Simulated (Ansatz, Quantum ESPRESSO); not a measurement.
**WC: the pressure in 2 programs**

The cell as given:

The structure is hexagonal, space group P-6m2 (No. 187). Conventional cell: a = 2.907 Å, b = 2.907 Å, c = 2.837 Å, α = 90.00°, β = 90.00°, γ = 120.00°. W (site symmetry -6m2) is surrounded by 6 C at 2.20 Å. C (site symmetry -6m2) is surrounded by 6 W at 2.20 Å.

Kept alike: task relaxation of cell and atoms; functional PBEsol; k mesh 10 × 10 × 9; occupations fermi-dirac, width 0.05 eV; no spin polarisation. The mesh is that of the run's cell of 2 atoms. No spin-orbit coupling.

- A: Ansatz, all-electron LAPW, scalar-relativistic
- B: Quantum ESPRESSO, GBRV 1.5 PBEsol, cutoff 871 eV

```csv
pressure (GPa),A: volume (Å³/atom),B: volume (Å³/atom)
0,10.290,10.307
5,10.167,10.185
10,10.051,10.069
20,9.839,9.857
30,9.647,9.667
```

Values hold for each row's relaxed cell, which stops near the pressure aimed at. The runs follow the start's structure, whether or not it is the stable one at these pressures.

Question: How large is the effect of the pressure, and do the programs agree on it?

Answer: From 0 to 30 GPa the volume moves by -0.643 in A, -0.640 in B (Å³/atom). Row by row the programs differ by 0.017 to 0.020, and over this span the shifts, as printed, agree within 1 %.
